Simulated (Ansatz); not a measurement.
**Ni: the order of phases at one pressure, part 1 of 2**

Which of fcc, bcc, hcp, omega, diamond, beta tin has the lowest enthalpy for Ni at one common pressure? Methods of the runs shown: LAPW. Companion runs by PAW are cited.

Method: DFT, PBE, all-electron LAPW, scalar-relativistic, in Ansatz 0.2.0.

### Step 1. The system as given

It takes space group Fm-3m (No. 225, cubic). Conventional cell: a = 3.413 Å, b = 3.413 Å, c = 3.413 Å, α = 90.00°, β = 90.00°, γ = 90.00°. Ni (site symmetry m-3m) is surrounded by 12 Ni at 2.41 Å.

As a file:

```cif
data_structure
_symmetry_space_group_name_H-M 'Fm-3m'
_symmetry_Int_Tables_number 225
_cell_length_a 3.4131
_cell_length_b 3.4131
_cell_length_c 3.4131
_cell_angle_alpha 90.000
_cell_angle_beta 90.000
_cell_angle_gamma 90.000
_cell_volume 39.76
loop_
_atom_site_label
_atom_site_type_symbol
_atom_site_symmetry_multiplicity
_atom_site_Wyckoff_symbol
_atom_site_fract_x
_atom_site_fract_y
_atom_site_fract_z
_atom_site_occupancy
Ni1 Ni 4 a 0.00000 0.00000 0.00000 1
```

The file gives the conventional cell by its symmetry; the runs use the cell typed in the input.

### Step 2. Fcc relaxed under pressure, LAPW

input.yaml

```yaml
crystal:
  lattice:
    - [0.0, 1.7065558094, 1.7065558094]
    - [1.7065558094, 0.0, 1.7065558094]
    - [1.7065558094, 1.7065558094, 0.0]
  atoms:
    - { symbol: Ni, position: [0.0, 0.0, 0.0], spin: 1.0 }
magnetization:
  spin_polarized: true
kpoints:
  mp_grid: { grid: [19, 19, 19] }
scf:
  occupations: { method: fermi_dirac, width: 0.1 }
hamiltonian:
  xc: pbe
  pseudopotentials: { kind: all_electron, lapw: { basis_error: 0.0005 } }
output:
  forces: true
  stress: true
  eigenvalues: true
relax:
  f_tol: 0.005
  max_steps: 12
  cell: { p_target: 23.0, stress_tol: 0.03 }
```

Launch:

```bash
ansatz run input.yaml --threads 2 --pin off --max-ram 7168MiB --backend cpu --events-out ev --progress --plain --runs-dir out
```

Standard output, cut to the lines that bear on the results:

```text
[...]
LAPW: plane waves up to 10.054 Å⁻¹, error target 5.0e-4 eV per atom; small_component_spin mean_spin; Ni in spheres of 1.171 Å, 18 of its electrons in bands, Dirac shells []
[...]
Pseudopotentials: kind: all_electron
Pseudopotential: Ni, LAPW, valence charge 18, Koelling and Harmon's equation, gaussian nucleus
Functional definition: PBE
[...]
Crystal: 1 atoms, lattice volume = 9.940 Å³
Basis set: ecut = 385.14942915363747 eV, 169 PW (Γ), exchange–correlation at level 2
Bands: 14, of which v1, the nominal top of the filled ones, is band 9 counted from 1 (8 counted from 0)
Symmetry: 48 space group operations
Space group: Fm-3m (ITA 225), of the structure as read, at distance tolerance 2.2e-5 Å
Magnetic group: BNS 225.116 (UNI 1618), of the structure as read, at distance tolerance 2.2e-5 Å
k-points: 220 of 6859
[...]
Starting moments: Σ|m| = 1 μB on 1 of 1 site
[...]
SCF iter   1: F=—  HF=-41382.781789 eV  |F-HF|=—  |Δ(HF+E_count)|=         —  Δρ=1.55e-2 (↑1.52e-2 ↓1.55e-2)  dr2=1.64e-3  dr2_m=2.09e-2  M=0.710 μB ∫|m|=0.768 μB  β_m=0.30  ethr=9.02e-6  ⟨swp⟩=3.9  Hψ=50074  notcnv=0
[...]
the basis was enlarged: its passes take 691.9 KiB over the memory plan, 2 of 2 planned eigensolver slots
[...]
relax step   1: F+E_penalty+E_count = -41382.82310473 eV  Δ(F+E_penalty+E_count) = +0.000e0 eV  max|allowed force component| = 0.000e0 eV/Å  Δτ_max = 0.0000 Å  P = +22.934 GPa  Ω = 9.940 Å³  (9 SCF iters, accepted)
[...]
SCF converged after 3 iterations
Magnetization: 0.5870 μB (9.2935 up, 8.7065 down)
Absolute magnetization: 0.6654 μB (∫|ρ↑−ρ↓|)
Spin contamination: 0.0053 ħ² per cell (⟨S²⟩ above its minimum at these occupations)
Per-site moments (μB) at R_I (Å): [(0.6140682332817473, 1.1704318910954572)]
Free energy (F): -41382.822799 eV
[...]
E sigma→0 (E₀):  -41382.797659 eV
Entropy (-TS):   -0.050280 eV (-50.280 meV/atom)
Fermi energy:    20.471058 eV
[...]
--- Forces (eV/Å), atoms counted from 1 ---
  atom   1  Ni    -0.00000000     0.00000000    -0.00000000
[...]
--- Stress (GPa, compression-positive) ---
       22.999207      -0.000000      -0.000000
       -0.000000      22.999207       0.000000
       -0.000000       0.000000      22.999207
  P = ⅓ Tr σ = 22.9992 GPa (229.992 kbar)
--- Band table (eV; the first three rows and the last of 440) ---
  k-point 0 ↑: bands = ["-83.3287", "-43.5375", "-43.5375", "-43.5375", "10.7104", "17.8079", "17.8079", "17.8079", "19.1470", "19.1470", "44.6815", "49.3257", "49.3257", "49.3257"]
[...]
--- Relaxed structure (3 steps of the walk, 3 accepted, 1 SCFs on fresh bases) ---
  F+E_penalty+E_count = -41382.82279885 eV   max|allowed force component| = 0.000e0 eV/Å   (the final SCF, on the basis selected at the relaxed cell)
  cell:  # Å, volume = 9.9380 Å³
    - [-2.4724247840283163e-35, 1.7064336895733994, 1.7064336895733994]
    - [1.7064336895733994, 3.503068272615719e-35, 1.7064336895733994]
    - [1.7064336895733994, 1.7064336895733994, -1.5170425278603935e-35]
  atoms:
    - { symbol: Ni, position: [0.0, 0.0, 0.0] }
```

It took 54 s on 2 threads of Arm Neoverse V1, shared host; peak memory 0.53 GiB.

Step by step:

```
step  energy from step 1 (eV/cell)  largest force component (eV/Å)  pressure (GPa)  volume (Å³)
   1                        0.0000                          0.0000           22.93         9.94
   2                        0.0002                          0.0000           22.97         9.94
   3                        0.0003                          0.0000           23.00         9.94
   4                        0.0003                          0.0000           23.00         9.94
```

Step 1 is the start. Step 4 repeats the geometry before on a plane-wave basis chosen anew for that cell, so the energy can jump there without any move; the table keeps such jumps.

| input's cell | before | after | change |
| --- | --- | --- | --- |
| a (Å) | 2.413 | 2.413 | -0.0 % |
| b (Å) | 2.413 | 2.413 | -0.0 % |
| c (Å) | 2.413 | 2.413 | -0.0 % |
| volume (Å³/atom) | 9.94 | 9.94 | -0.0 % |

In short: pressure 23.00 GPa; no gap; spin moments Ni 0.61 μB.

### Step 3. Bcc relaxed under pressure, LAPW

input.yaml: that of step 2 with these lines changed.

```diff
@@ -2,5 +2,5 @@
   lattice:
-    - [0.0, 1.7065558094, 1.7065558094]
-    - [1.7065558094, 0.0, 1.7065558094]
-    - [1.7065558094, 1.7065558094, 0.0]
+    - [-1.3564966989, 1.3564966989, 1.3564966989]
+    - [1.3564966989, -1.3564966989, 1.3564966989]
+    - [1.3564966989, 1.3564966989, -1.3564966989]
   atoms:
@@ -10,3 +10,3 @@
 kpoints:
-  mp_grid: { grid: [19, 19, 19] }
+  mp_grid: { grid: [20, 20, 20] }
 scf:
```

Launch:

```bash
ansatz run input.yaml --threads 2 --pin off --max-ram 7168MiB --backend cpu --events-out ev --progress --plain --runs-dir out
```

Standard output, cut to the lines that bear on the results:

```text
[...]
LAPW: plane waves up to 10.369 Å⁻¹, error target 5.0e-4 eV per atom; small_component_spin mean_spin; Ni in spheres of 1.140 Å, 18 of its electrons in bands, Dirac shells []
[...]
[... 3 set-up lines as earlier in the session ...]
[...]
Crystal: 1 atoms, lattice volume = 9.984 Å³
Basis set: ecut = 409.6636410462274 eV, 201 PW (Γ), exchange–correlation at level 2
Bands: 14, of which v1, the nominal top of the filled ones, is band 9 counted from 1 (8 counted from 0)
[... 1 set-up line as earlier in the session ...]
Space group: Im-3m (ITA 229), of the structure as read, at distance tolerance 2.2e-5 Å
Magnetic group: BNS 229.140 (UNI 1642), of the structure as read, at distance tolerance 2.2e-5 Å
k-points: 256 of 8000
[...]
Starting moments: Σ|m| = 1 μB on 1 of 1 site
[...]
Fermi energy:    20.209559 eV
[...]
--- Forces (eV/Å), atoms counted from 1 ---
  atom   1  Ni    -0.00000000    -0.00000000    -0.00000000
[...]
--- Stress (GPa, compression-positive) ---
       23.004729       0.000000       0.000000
        0.000000      23.004729      -0.000000
        0.000000      -0.000000      23.004729
  P = ⅓ Tr σ = 23.0047 GPa (230.047 kbar)
--- Band table (eV; the first three rows and the last of 512) ---
  k-point 0 ↑: bands = ["-83.2470", "-43.4590", "-43.4590", "-43.4590", "10.6247", "17.7635", "17.7635", "17.7635", "19.3327", "19.3327", "47.2865", "47.2865", "47.2865", "52.6912"]
[...]
--- Relaxed structure (1 steps of the walk, 1 accepted, 1 SCFs on fresh bases) ---
  F+E_penalty+E_count = -41382.72058185 eV   max|allowed force component| = 0.000e0 eV/Å   (the final SCF, on the basis selected at the relaxed cell)
  cell:  # Å, volume = 9.9843 Å³
    - [-1.3564966989, 1.3564966989, 1.3564966989]
    - [1.3564966989, -1.3564966989, 1.3564966989]
    - [1.3564966989, 1.3564966989, -1.3564966989]
  atoms:
    - { symbol: Ni, position: [0.0, 0.0, 0.0] }
```

Run time: 46 s. Hardware: 2 threads of Arm Neoverse V1, shared host; peak memory 0.6 GiB.

Relaxation path:

| step | energy from step 1 (eV/cell) | largest force component (eV/Å) | pressure (GPa) | volume (Å³) |
| --- | --- | --- | --- | --- |
| 1 | 0.0000 | 0.0000 | 23.00 | 9.98 |
| 2 | 0.0000 | 0.0000 | 23.00 | 9.98 |

Step 1 is the start. Step 2 repeats the geometry before on a plane-wave basis chosen anew for that cell, so the energy can jump there without any move; the table keeps such jumps.

| input's cell | before | after | change |
| --- | --- | --- | --- |
| a (Å) | 2.350 | 2.350 | -0.0 % |
| b (Å) | 2.350 | 2.350 | -0.0 % |
| c (Å) | 2.350 | 2.350 | -0.0 % |
| volume (Å³/atom) | 9.98 | 9.98 | -0.0 % |

In short: pressure 23.00 GPa; no gap; spin moments Ni 0.43 μB.

### Step 4. Hcp relaxed under pressure, LAPW

input.yaml

```yaml
crystal:
  lattice:
    - [2.411846328, 0.0, 0.0]
    - [-1.205923164, 2.0887201901, 0.0]
    - [0.0, 0.0, 3.9559396069]
  atoms:
    - { symbol: Ni, position: [0.3333333333, 0.6666666667, 0.25], spin: 1.0 }
    - { symbol: Ni, position: [0.6666666667, 0.3333333333, 0.75], spin: 1.0 }
magnetization:
  spin_polarized: true
kpoints:
  mp_grid: { grid: [18, 18, 10] }
scf:
  occupations: { method: fermi_dirac, width: 0.1 }
hamiltonian:
  xc: pbe
  pseudopotentials: { kind: all_electron, lapw: { basis_error: 0.0005 } }
output:
  forces: true
  stress: true
  eigenvalues: true
relax:
  f_tol: 0.005
  max_steps: 12
  cell: { p_target: 23.0, stress_tol: 0.03 }
```

Launch:

```bash
ansatz run input.yaml --threads 2 --pin off --max-ram 7168MiB --backend cpu --events-out ev --progress --plain --runs-dir out
```

Standard output, cut to the lines that bear on the results:

```text
[...]
LAPW: plane waves up to 10.062 Å⁻¹, error target 5.0e-4 eV per atom; small_component_spin mean_spin; Ni in spheres of 1.170 Å, 18 of its electrons in bands, Dirac shells []
[...]
[... 3 set-up lines as earlier in the session ...]
[...]
Crystal: 2 atoms, lattice volume = 19.929 Å³
Basis set: ecut = 385.7329234141336 eV, 337 PW (Γ), exchange–correlation at level 2
Bands: 23, of which v1, the nominal top of the filled ones, is band 18 counted from 1 (17 counted from 0)
Symmetry: 24 space group operations
Space group: P63/mmc (ITA 194), of the structure as read, at distance tolerance 2.7e-5 Å
Magnetic group: BNS 194.263 (UNI 1493), of the structure as read, at distance tolerance 2.7e-5 Å
k-points: 222 of 3240
[...]
Starting moments: Σ|m| = 2 μB on 2 of 2 sites
[...]
Fermi energy:    20.433552 eV
[...]
--- Forces (eV/Å), atoms counted from 1 ---
  atom   1  Ni    -0.00000000     0.00000000     0.00000000
  atom   2  Ni     0.00000000    -0.00000000     0.00000000
[...]
--- Stress (GPa, compression-positive) ---
       22.977653       0.000000       0.000000
        0.000000      22.977653       0.000000
        0.000000       0.000000      22.979292
  P = ⅓ Tr σ = 22.9782 GPa (229.782 kbar)
--- Band table (eV; the first three rows and the last of 444) ---
[... band rows left out ...]
[...]
--- Relaxed structure (2 steps of the walk, 2 accepted, 1 SCFs on fresh bases) ---
  F+E_penalty+E_count = -82765.60240742 eV   max|allowed force component| = 1.850e-17 eV/Å   (the final SCF, on the basis selected at the relaxed cell)
  cell:  # Å, volume = 19.9270 Å³
    - [2.411775378033625, 0.0, 0.0]
    - [-1.2058876890168124, 2.088658745598937, 0.0]
    - [0.0, 0.0, 3.955829508876217]
  atoms:
    - { symbol: Ni, position: [0.3333333333333333, 0.6666666666666666, 0.25] }
    - { symbol: Ni, position: [0.6666666666666666, 0.3333333333333333, 0.75] }
```

Run time: 2 min. Hardware: 2 threads of Arm Neoverse V1, shared host; peak memory 1.1 GiB.

The steps of the relaxation:

```csv
step,energy from step 1 (eV/cell),largest force component (eV/Å),pressure (GPa),volume (Å³)
1,0.0000,0.0000,22.95,19.93
2,0.0002,0.0000,22.98,19.93
3,0.0002,0.0000,22.98,19.93
```

Step 1 is the start. Step 3 repeats the geometry before on a plane-wave basis chosen anew for that cell, so the energy can jump there without any move; the table keeps such jumps.

| input's cell | before | after | change |
| --- | --- | --- | --- |
| a (Å) | 2.412 | 2.412 | -0.0 % |
| b (Å) | 2.412 | 2.412 | -0.0 % |
| c (Å) | 3.956 | 3.956 | -0.0 % |
| volume (Å³/atom) | 9.96 | 9.96 | -0.0 % |

Read from it: pressure 22.98 GPa; no gap; spin moments Ni1 0.63 μB.

(Continued in part 2 of 2.)
